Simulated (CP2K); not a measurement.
Runs of CP2K 2026.2 on ZrC. It takes space group Fm-3m (No. 225, cubic). Conventional cell: a = 4.730 Å, b = 4.730 Å, c = 4.730 Å, α = 90.00°, β = 90.00°, γ = 90.00°. Around Zr (site symmetry m-3m) lie 6 C at 2.36 to 2.37 Å. Around C (site symmetry m-3m) lie 6 Zr at 2.36 to 2.37 Å. 

```csv
level,potentials or basis,smearing,points a segment of the path (NPOINTS),bands added on the path,CUTOFF of the grids,gap on the mesh (eV),pressure (GPa)
PBE,"POTENTIAL_UZH Zr GTH-PBE-q12, C GTH-PBE-q4; TZVP-MOLOPT-PBE-GTH basis",fermi-dirac 0.05 eV,6,6,450 Ry,none,-1.0
PBE,"POTENTIAL_UZH Zr GTH-PBE-q12, C GTH-PBE-q4; TZVP-MOLOPT-PBE-GTH basis",fermi-dirac 0.05 eV,8,4,450 Ry,none,-1.0
TB-mBJ,"POTENTIAL_UZH Zr GTH-PBE-q12, C GTH-PBE-q4; TZVP-MOLOPT-PBE-GTH basis",fermi-dirac 0.05 eV,8,4,700 Ry,none,-
PBEsol,"POTENTIAL_UZH Zr GTH-PBE-q12, C GTH-PBE-q4; TZVP-MOLOPT-PBE-GTH basis",fermi-dirac 0.05 eV,8,2,450 Ry,none,-5.8
r2SCAN,"POTENTIAL_UZH Zr GTH-SCAN-q12, C GTH-SCAN-q4; TZVP-MOLOPT-SCAN-GTH basis",fermi-dirac 0.0259 eV,10,6,700 Ry,none,(a)
LDA,"GTH_POTENTIALS Zr GTH-PADE-q12, C GTH-PADE-q4; TZVP-MOLOPT-PBE-GTH basis",fermi-dirac 0.1 eV,10,4,450 Ry,none,-12.9
```

Alike in all rows: task band structure; no spin polarisation; cell as given; k mesh 10 × 10 × 10.

Fill in the values left out.

(a) -0.8.

Caveats: the basis of atomic orbitals isn't converged, which shifts pressures, moduli and gaps; the potentials were made for another functional, which shifts forces and pressure (some runs); this is a model potential without an energy functional, so only levels have meaning (some runs).

A k mesh can miss the band edges, and the runs leave out spin-orbit coupling on Zr.

A gap of «none» marks a metal or a gap under the smearing width.
